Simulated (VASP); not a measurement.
# SnO2 (Cassiterite) (P4_2/mnm) in VASP: further runs

One crystal, SnO2 (Cassiterite), is run at these levels: PBE, TB-mBJ; tasks: band structure.

All numbers are computed with VASP 6.6.1; they aren't measurements. Logs are shortened: lines on timing, memory, paths and dates and some standing lists are left out, and cuts for length are marked.

## Step 1: The crystal as given

The structure is tetragonal, space group P4_2/mnm (No. 136). Conventional cell: a = 4.738 Å, b = 4.738 Å, c = 3.187 Å, α = 90.00°, β = 90.00°, γ = 90.00°. Sn (site symmetry mmm) has 6 O at 2.05 to 2.06 Å as nearest neighbours. Around O (site symmetry m2m) lie 3 Sn at 2.05 to 2.06 Å.

## Step 2: Band structure, PBE

Input file INCAR:

```
ALGO = Normal
EDIFF = 1E-7
ENCUT = 900
GGA = PE
ISIF = 2
ISMEAR = -1
LASPH = T
LCHARG = F
LREAL = F
LWAVE = F
NBANDS = 35
NELM = 80
PREC = Accurate
SIGMA = 0.05
```

Input file KPOINTS:

```
k-points
0
Gamma
  6 6 8
```

Input file POSCAR:

```
SnO2
1.0
    4.7380000000      0.0000000000      0.0000000000
    0.0000000000      4.7380000000      0.0000000000
    0.0000000000      0.0000000000      3.1865000000
Sn O
2 4
Direct
    0.5000000000      0.5000000000      0.5000000000
    0.0000000000      0.0000000000      0.0000000000
    0.8071000000      0.1929000000      0.5000000000
    0.6929000000      0.6929000000      0.0000000000
    0.1929000000      0.8071000000      0.5000000000
    0.3071000000      0.3071000000      0.0000000000
```

Input file KPOINTS_OPT:

```
path GXMGZRAZ,XR,MA
15
line-mode
reciprocal
 0.0000000000  0.0000000000  0.0000000000  G
 0.0000000000  0.5000000000  0.0000000000  X

 0.0000000000  0.5000000000  0.0000000000  X
 0.5000000000  0.5000000000  0.0000000000  M

 0.5000000000  0.5000000000  0.0000000000  M
 0.0000000000  0.0000000000  0.0000000000  G

 0.0000000000  0.0000000000  0.0000000000  G
 0.0000000000  0.0000000000  0.5000000000  Z

 0.0000000000  0.0000000000  0.5000000000  Z
 0.0000000000  0.5000000000  0.5000000000  R

 0.0000000000  0.5000000000  0.5000000000  R
 0.5000000000  0.5000000000  0.5000000000  A

 0.5000000000  0.5000000000  0.5000000000  A
 0.0000000000  0.0000000000  0.5000000000  Z

 0.0000000000  0.5000000000  0.0000000000  X
 0.0000000000  0.5000000000  0.5000000000  R

 0.5000000000  0.5000000000  0.0000000000  M
 0.5000000000  0.5000000000  0.5000000000  A
```

Potentials or basis: VASP PAW PBE potentials, release 64 (Sn_d, O_h).

Run with:

```
$ cat potpaw_PBE.64/Sn_d/POTCAR potpaw_PBE.64/O_h/POTCAR > POTCAR
$ mpirun -np 1 vasp_std > vasp.out
```

OUTCAR:

```text
EDIFF = 1E-7
   ENCUT = 900
   GGA = PE
   ISIF = 2
   ISMEAR = -1
   LASPH = T
   LREAL = F
   NELM = 80
   PREC = Accurate

 ion  position               nearest neighbor table
   1  0.500  0.500  0.500-   4 2.05   6 2.05   4 2.05   6 2.05   5 2.06   3 2.06   2 3.71   2 3.71
                             2 3.71   2 3.71   2 3.71   2 3.71   2 3.71   2 3.71
   2  0.000  0.000  0.000-   3 2.05   5 2.05   3 2.05   5 2.05   4 2.06   6 2.06   1 3.71   1 3.71
                             1 3.71   1 3.71   1 3.71   1 3.71   1 3.71   1 3.71
   3  0.807  0.193  0.500-   2 2.05   2 2.05   1 2.06
   4  0.693  0.693  0.000-   1 2.05   1 2.05   2 2.06
   5  0.193  0.807  0.500-   2 2.05   2 2.05   1 2.06
   6  0.307  0.307  0.000-   1 2.05   1 2.05   2 2.06

  LATTYP: Found a simple tetragonal cell.
 ALAT       =     4.7380000000
 C/A-ratio  =     0.6725411566

  Lattice vectors:

 A1 = (   4.7380000000,   0.0000000000,   0.0000000000)
 A2 = (   0.0000000000,   4.7380000000,   0.0000000000)
 A3 = (   0.0000000000,   0.0000000000,   3.1865000000)

Analysis of symmetry for initial positions (statically):
=====================================================================
 Subroutine PRICEL returns:
 Original cell was already a primitive cell.

 Routine SETGRP: Setting up the symmetry group for a
 simple tetragonal supercell.

 Subroutine GETGRP returns: Found 16 space group operations
 (whereof  8 operations were pure point group operations)
 out of a pool of 16 trial point group operations.

The static configuration has the point symmetry D_2h.
 The point group associated with its full space group is D_4h.

Analysis of symmetry for dynamics (positions and initial velocities):
=====================================================================
 Subroutine PRICEL returns:
 Original cell was already a primitive cell.

 Routine SETGRP: Setting up the symmetry group for a
 simple tetragonal supercell.

 Subroutine GETGRP returns: Found 16 space group operations
 (whereof  8 operations were pure point group operations)
 out of a pool of 16 trial point group operations.

The dynamic configuration has the point symmetry D_2h.
 The point group associated with its full space group is D_4h.

 Subroutine INISYM returns: Found 16 space group operations
 (whereof  8 operations are pure point group operations),
 and found     1 'primitive' translations

----------------------------------------------------------------------------------------

                                     Primitive cell

  volume of cell :      71.5326

  direct lattice vectors                    reciprocal lattice vectors
     4.738000000  0.000000000  0.000000000     0.211059519  0.000000000  0.000000000
     0.000000000  4.738000000  0.000000000     0.000000000  0.211059519  0.000000000
     0.000000000  0.000000000  3.186500000     0.000000000  0.000000000  0.313823945

  length of vectors
     4.738000000  4.738000000  3.186500000     0.211059519  0.211059519  0.313823945

  position of ions in fractional coordinates (direct lattice)
     0.500000000  0.500000000  0.500000000
     0.000000000  0.000000000  0.000000000
     0.807100000  0.192900000  0.500000000
     0.692900000  0.692900000  0.000000000
     0.192900000  0.807100000  0.500000000
     0.307100000  0.307100000  0.000000000

  ion indices of the primitive-cell ions
   primitive index   ion index
                 1           1
                 2           2
                 3           3
                 4           4
                 5           5
                 6           6

----------------------------------------------------------------------------------------

 KPOINTS: k-points

Automatic generation of k-mesh.
 Grid dimensions read from file:
 generate k-points for:    6    6    8

 Generating k-lattice:

  Cartesian coordinates                     Fractional coordinates (reciprocal lattice)
     0.035176586  0.000000000  0.000000000     0.166666667  0.000000000  0.000000000
     0.000000000  0.035176586  0.000000000     0.000000000  0.166666667  0.000000000
     0.000000000  0.000000000  0.039227993     0.000000000  0.000000000  0.125000000

  Length of vectors
     0.035176586  0.035176586  0.039227993

  Shift w.r.t. Gamma in fractional coordinates (k-lattice)
     0.000000000  0.000000000  0.000000000

 Subroutine IBZKPT returns following result:
 ===========================================

 Found     50 irreducible k-points:

 Following reciprocal coordinates:
            Coordinates               Weight
  0.000000  0.000000  0.000000      1.000000
  0.166667  0.000000  0.000000      4.000000
  0.333333  0.000000  0.000000      4.000000
  0.500000  0.000000  0.000000      2.000000
  0.166667  0.166667  0.000000      4.000000
  0.333333  0.166667  0.000000      8.000000
[... 16 lines left out ...]
  0.333333  0.000000  0.250000      8.000000
  0.500000  0.000000  0.250000      4.000000
 [... further k-points ...]
   k-points           NKPTS =     50   k-points in BZ     NKDIM =     50   number of bands    NBANDS=     35
   number of dos      NEDOS =    301   number of ions     NIONS =      6
   total plane-waves  NPLWV =  73728
   dimension x,y,z NGX =    48 NGY =   48 NGZ =   32
   dimension x,y,z NGXF=    96 NGYF=   96 NGZF=   64
   ions per type =               2   4
   NGX,Y,Z   is equivalent  to a cutoff of  16.84, 16.84, 16.70 a.u.
   NGXF,Y,Z  is equivalent  to a cutoff of  33.68, 33.68, 33.39 a.u.
 SYSTEM =  unknown system
   PREC   = accura    normal or accurate (medium, high low for compatibility)
   ISTART =      0    job   : 0-new  1-cont  2-samecut
   ICHARG =      2    charge: 1-file 2-atom 10-const
   ISPIN  =      1    spin polarized calculation?
   LNONCOLLINEAR =      F non collinear calculations
   LSORBIT =      F    spin-orbit coupling
   LASPH  =      T    aspherical Exc in radial PAW
   ENCUT  =  900.0 eV  66.15 Ry    8.13 a.u.  11.59 11.59  7.79*2*pi/ulx,y,z
   NELM   =     80;   NELMIN=  2; NELMDL= -5     # of ELM steps
   EDIFF  = 0.1E-06   stopping-criterion for ELM
   LREAL  =      F    real-space projection
   EDIFFG = 0.1E-05   stopping-criterion for IOM
   NSW    =      0    number of steps for IOM
   IBRION =     -1    ionic relax: 0-MD 1-quasi-New 2-CG
   NFREE  =      0    steps in history (QN), initial steepest desc. (CG)
   ISIF   =      2    stress and relaxation
   ISYM   =      2    0-nonsym 1-usesym 2-fastsym
   POTIM  = 0.5000    time-step for ionic-motion
   TEBEG  =    0.0;   TEEND  =   0.0 temperature during run
   PSTRESS=    0.0 pullay stress
   NELECT =      52.0000    total number of electrons
   NUPDOWN=      -1.0000    fix difference up-down
   EMIN   =  10.00;   EMAX   =-10.00  energy-range for DOS
   EFERMI =   0.00;   METHOD = LEGACY
   ISMEAR =    -1;   SIGMA  =   0.05  broadening in eV -4-tet -1-fermi 0-gaus
   EFERMI_NEDOS =   21; number of points for ismear=-14 and -15
   IALGO  =     38    algorithm
   IMIX   =      4    mixing-type and parameters
     AMIX     =   0.40;   BMIX     =  1.00
     AMIX_MAG =   1.60;   BMIX_MAG =  1.00
  volume/ion in A,a.u.               =      11.92        80.45
  Fermi-wavevector in a.u.,A,eV,Ry     =   1.472000  2.781677 29.480903  2.166785
  Thomas-Fermi vector in A             =   2.587068
   LORBIT       =      0    0 simple, 1 ext, 2 COOP (PROOUT), +10 PAW based schemes
   GGA     = PE    functional components
   LHFCALC =     F    Hartree Fock is set to
   AEXX    =    0.0000 exact exchange contribution
   IVDW    =     0    specifies the selected vdW correction
   LEPSILON=     F    determine dielectric tensor
   LRPA    =     F    only Hartree local field effects (RPA)
 non-spin polarized calculation
  energy-cutoff  :      900.00
  volume of cell :       71.53
 maximum number of plane-waves:      4424
 NGX is ok and might be reduce to    48
   NGX = 23   NGY = 23   NGZ = 15

 number of electron      51.9999998 magnetization

 Free energy of the ion-electron system (eV)
  ---------------------------------------------------
  ext. energy  EPLUGINS =         0.00000000
  ---------------------------------------------------
  free energy    TOTEN  =       -37.19806489 eV

  energy without entropy =      -37.19806486  energy(sigma->0) =      -37.19806487

 E-fermi :   7.2175     XC(G=0): -11.2617

 val. band max:        6.5653703369   @ k =   0.0000   0.0000   0.0000
 cond. band min:       7.8469362141   @ k =   0.0000   0.0000   0.0000
 fundamental gap:      1.2815658772
 Fermi energy:         7.2174910419

 k-point     1 :       0.0000    0.0000    0.0000
  band No.  band energies     occupation
      1     -14.5316      2.00000
      2     -13.7522      2.00000
      3     -13.4693      2.00000
      4     -13.4472      2.00000
      5     -13.4472      2.00000
      6     -13.3682      2.00000
[... 27 lines left out ...]
     34      18.6831      0.00000
     35      19.2052      0.00000

 k-point     2 :       0.1667    0.0000    0.0000
  band No.  band energies     occupation
      1     -14.4886      2.00000
      2     -13.7997      2.00000
      3     -13.4694      2.00000
      4     -13.4454      2.00000
      5     -13.4453      2.00000
      6     -13.4075      2.00000
[... 27 lines left out ...]
     34      18.7036      0.00000
     35      19.1879      0.00000

 k-point     3 :       0.3333    0.0000    0.0000
  band No.  band energies     occupation
      1     -14.3639      2.00000
      2     -13.9578      2.00000
      3     -13.4694      2.00000
      4     -13.4539      2.00000
      5     -13.4415      2.00000
      6     -13.4413      2.00000
[... 27 lines left out ...]
     34      18.8764      0.00000
     35      19.1321      0.00000
[... 723 lines left out ...]
 k-point    23 :       0.3333    0.0000    0.2500
  band No.  band energies     occupation
      1     -14.2452      2.00000
      2     -14.1014      2.00000
      3     -13.7656      2.00000
      4     -13.5304      2.00000
      5     -13.3579      2.00000
      6     -13.3526      2.00000
[... 27 lines left out ...]
     34      18.8494      0.00000
     35      19.0855      0.00000

 k-point    24 :       0.5000    0.0000    0.2500
  band No.  band energies     occupation
      1     -14.1945      2.00000
      2     -14.1945      2.00000
      3     -13.6356      2.00000
      4     -13.6356      2.00000
      5     -13.3530      2.00000
      6     -13.3530      2.00000
[... 27 lines left out ...]
     34      19.0860      0.00000
     35      19.2132      0.00000

 [... further k-points ...]
[... 5 lines left out ...]
  --------------------------------------------------------------------------------------
  -------------------------------------------------------------------------------------
  Total        4.5854972      4.5854972      6.0019310     -0.0000000      0.0000000      0.0000000
  in kB      102.7053300    102.7053300    134.4304175     -0.0000000      0.0000000      0.0000000
  external PRESSURE =     113.2803592 kB  Pullay stress =       0.0000000 kB

 VOLUME and BASIS-vectors are now :
 -----------------------------------------------------------------------------
  energy-cutoff  :      900.00
  volume of cell :       71.53
      direct lattice vectors                 reciprocal lattice vectors
     4.738000000  0.000000000  0.000000000     0.211059519  0.000000000  0.000000000
     0.000000000  4.738000000  0.000000000     0.000000000  0.211059519  0.000000000
     0.000000000  0.000000000  3.186500000     0.000000000  0.000000000  0.313823945

 POSITION                                       TOTAL-FORCE (eV/Angst)
 -----------------------------------------------------------------------------------
      2.36900      2.36900      1.59325         0.000000      0.000000      0.000000
      0.00000      0.00000      0.00000         0.000000      0.000000      0.000000
      3.82404      0.91396      1.59325        -0.204407      0.204407      0.000000
      3.28296      3.28296      0.00000         0.204407      0.204407      0.000000
      0.91396      3.82404      1.59325         0.204407     -0.204407     -0.000000
      1.45504      1.45504      0.00000        -0.204407     -0.204407     -0.000000
 -----------------------------------------------------------------------------------
    total drift:                               -0.000000     -0.000000      0.000000

  FREE ENERGIE OF THE ION-ELECTRON SYSTEM (eV)
  ---------------------------------------------------
  free  energy   TOTEN  =       -37.1980648913 eV

  energy  without entropy=      -37.1980648572  energy(sigma->0) =      -37.19806487
```

It took 10 min on 1 thread of AMD EPYC 7R13 (Zen 3), shared host; peak memory 0.47 GiB.

What came out:

```yaml
Free_energy: -37.1981 eV
Pressure: 11.3 GPa
Largest_force: 0.289 eV/Å
Band_gap_on_the_k_mesh: 1.28 eV, direct
Band_gap_along_the_path: 1.28 eV, direct
```

Forces in eV/Å, atoms in the order of the input:
```
Sn   0.000  0.000  0.000
Sn   0.000  0.000  0.000
O   -0.204  0.204  0.000
O    0.204  0.204  0.000
O    0.204 -0.204  0.000
O   -0.204 -0.204  0.000
```

Stress tensor (GPa, compression positive):
```
10.27  0.00  0.00
 0.00 10.27  0.00
 0.00  0.00 13.44
```

Levels at the corners of the path, in eV from the valence-band top:
```csv
point,band 23,band 24,band 25,band 26,band 27,band 28,band 29,band 30
Γ,-1.22,-0.78,-0.78,0.00,1.28,6.16,6.36,6.36
X,-1.18,-1.18,-0.64,-0.64,4.45,4.45,7.10,7.10
X,-1.18,-1.18,-0.64,-0.64,4.45,4.45,7.10,7.10
M,-1.30,-1.30,-0.90,-0.90,4.85,4.85,7.53,7.53
M,-1.30,-1.30,-0.90,-0.90,4.85,4.85,7.53,7.53
Γ,-1.22,-0.78,-0.78,0.00,1.28,6.16,6.36,6.36
Γ,-1.22,-0.78,-0.78,0.00,1.28,6.16,6.36,6.36
Z,-1.66,-1.66,-1.26,-1.26,6.24,6.24,9.79,9.79
Z,-1.66,-1.66,-1.26,-1.26,6.24,6.24,9.79,9.79
R,-1.10,-1.10,-0.69,-0.69,6.52,6.52,8.08,8.08
R,-1.10,-1.10,-0.69,-0.69,6.52,6.52,8.08,8.08
A,-0.97,-0.97,-0.84,-0.84,4.93,4.93,8.89,8.89
A,-0.97,-0.97,-0.84,-0.84,4.93,4.93,8.89,8.89
Z,-1.66,-1.66,-1.26,-1.26,6.24,6.24,9.79,9.79
X,-1.18,-1.18,-0.64,-0.64,4.45,4.45,7.10,7.10
R,-1.10,-1.10,-0.69,-0.69,6.52,6.52,8.08,8.08
M,-1.30,-1.30,-0.90,-0.90,4.85,4.85,7.53,7.53
A,-0.97,-0.97,-0.84,-0.84,4.93,4.93,8.89,8.89
```

Caveat: the cutoff is under 1.25 times the usual one of these potentials, so pressure, stress and relaxed cells hold a basis-set (Pulay) error; spin-orbit coupling is left out, which moves the levels of the heavy elements.

## Step 3: Band structure, PBE

POSCAR is that of step 2.

Input file INCAR.step1:

```
SYSTEM = SnO2
ALGO = Fast ; EDIFF = 1E-6
ENCUT = 400 ; GGA = PE
ISIF = 2 ; ISMEAR = -1
LASPH = .True. ; LCHARG = .True.
LREAL = .False. ; LWAVE = .False.
NBANDS = 35 ; NELM = 100
PREC = Accurate ; SIGMA = 0.05
```

Input file KPOINTS.step1:

```
k-points
0
Gamma
  6 6 8
  0 0 0
```

Input file INCAR.step2:

```
SYSTEM = SnO2
ALGO = Fast ; EDIFF = 1E-6
ENCUT = 400 ; GGA = PE
ICHARG = 11 ; ISIF = 2
ISMEAR = 0 ; LASPH = .True.
LCHARG = .False. ; LREAL = .False.
LWAVE = .False. ; NBANDS = 35
NELM = 100 ; PREC = Accurate
SIGMA = 0.05
```

Input file KPOINTS.step2:

```
path GXMGZRAZ,XR,MA
10
line-mode
reciprocal
 0.0000000000  0.0000000000  0.0000000000  G
 0.0000000000  0.5000000000  0.0000000000  X

 0.0000000000  0.5000000000  0.0000000000  X
 0.5000000000  0.5000000000  0.0000000000  M

 0.5000000000  0.5000000000  0.0000000000  M
 0.0000000000  0.0000000000  0.0000000000  G

 0.0000000000  0.0000000000  0.0000000000  G
 0.0000000000  0.0000000000  0.5000000000  Z

 0.0000000000  0.0000000000  0.5000000000  Z
 0.0000000000  0.5000000000  0.5000000000  R

 0.0000000000  0.5000000000  0.5000000000  R
 0.5000000000  0.5000000000  0.5000000000  A

 0.5000000000  0.5000000000  0.5000000000  A
 0.0000000000  0.0000000000  0.5000000000  Z

 0.0000000000  0.5000000000  0.0000000000  X
 0.0000000000  0.5000000000  0.5000000000  R

 0.5000000000  0.5000000000  0.0000000000  M
 0.5000000000  0.5000000000  0.5000000000  A
```

Potentials or basis: VASP PAW PBE potentials, release 64 (Sn_d, O_s).

Run with:

```
$ cat potpaw_PBE.64/Sn_d/POTCAR potpaw_PBE.64/O_s/POTCAR > POTCAR
$ cp INCAR.step1 INCAR
$ cp KPOINTS.step1 KPOINTS
$ mpirun -np 1 vasp_std > vasp.out
$ cp INCAR.step2 INCAR
$ cp KPOINTS.step2 KPOINTS
$ mpirun -np 1 vasp_std > vasp.out
```

It took 2.8 min on 1 thread of AMD EPYC 7R13 (Zen 3), shared host; peak memory 0.21 GiB.

The run converged. Its results:

```yaml
Band_gap_on_the_k_mesh: 1.26 eV, direct
Band_gap_along_the_path: 1.26 eV, direct
```

Levels at the corners of the path, in eV from the valence-band top:
```tsv
point	band 22	band 23	band 24	band 25	band 26	band 27	band 28	band 29	band 30	band 31
Γ	-1.24	-1.24	-0.79	-0.79	0.00	1.26	6.14	6.35	6.35	10.50
X	-1.96	-1.20	-1.20	-0.64	-0.64	4.43	4.43	7.09	7.09	10.97
X	-1.96	-1.20	-1.20	-0.64	-0.64	4.43	4.43	7.09	7.09	10.97
M	-1.96	-1.32	-1.32	-0.90	-0.90	4.82	4.82	7.52	7.52	11.00
M	-1.96	-1.32	-1.32	-0.90	-0.90	4.82	4.82	7.52	7.52	11.00
Γ	-1.24	-1.24	-0.79	-0.79	0.00	1.26	6.14	6.35	6.35	10.50
Γ	-1.24	-1.24	-0.79	-0.79	0.00	1.26	6.14	6.35	6.35	10.50
Z	-2.61	-1.66	-1.66	-1.26	-1.26	6.22	6.22	9.77	9.77	10.70
Z	-2.61	-1.66	-1.66	-1.26	-1.26	6.22	6.22	9.77	9.77	10.70
R	-1.73	-1.11	-1.11	-0.71	-0.71	6.50	6.50	8.07	8.07	11.05
R	-1.73	-1.11	-1.11	-0.71	-0.71	6.50	6.50	8.07	8.07	11.05
A	-2.45	-0.98	-0.98	-0.84	-0.84	4.91	4.91	8.88	8.88	11.04
A	-2.45	-0.98	-0.98	-0.84	-0.84	4.91	4.91	8.88	8.88	11.04
Z	-2.61	-1.66	-1.66	-1.26	-1.26	6.22	6.22	9.77	9.77	10.70
X	-1.96	-1.20	-1.20	-0.64	-0.64	4.43	4.43	7.09	7.09	10.97
R	-1.73	-1.11	-1.11	-0.71	-0.71	6.50	6.50	8.07	8.07	11.05
M	-1.96	-1.32	-1.32	-0.90	-0.90	4.82	4.82	7.52	7.52	11.00
A	-2.45	-0.98	-0.98	-0.84	-0.84	4.91	4.91	8.88	8.88	11.04
```

Caveat: the log is that of the step along the path at fixed density, whose energy, stress, charges and moments have no meaning; spin-orbit coupling is left out, which moves the levels of the heavy elements.

[end of part 1 of 2]
